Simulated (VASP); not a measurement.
Y, 2 atoms in the cell. It takes space group P6_3/mmc (No. 194, hexagonal). Conventional cell: a = 3.647 Å, b = 3.647 Å, c = 5.731 Å, α = 90.00°, β = 90.00°, γ = 120.00°. Y (site symmetry -6m2) has 12 Y at 3.56 to 3.65 Å as nearest neighbours. 

* Program: VASP 6.6.1
* Task: relaxation of cell and atoms
* Functional: LDA
* Potentials or basis: VASP PAW LDA potentials, release 64 (Y_sv)
* Cutoff: 600 eV
* k mesh: 12 × 12 × 7
* Occupations: methfessel-paxton, width 0.1 eV
* Spin: no spin polarisation
* Further INCAR settings: ALGO = Normal; EDIFF = 1e-06; IBRION = 2; EDIFFG = -0.01; NSW = 90; ISIF = 3

Potentials or basis: VASP PAW LDA potentials, release 64 (Y_sv).

Launch:

```console
$ cat potpaw_LDA.64/Y_sv/POTCAR > POTCAR
$ mpirun -np 1 vasp_std > vasp.out
```

Hardware: 1 thread of Intel(R) Xeon(R) Platinum 8488C (Sapphire Rapids) (shared host).

Task: Estimate the wall time of this run.

Result: It took 4 min on 1 thread of Intel(R) Xeon(R) Platinum 8488C (Sapphire Rapids), with other jobs on the host, peak memory 0.24 GiB. Counts: scf iterations 61, k points 76, ion steps 8.
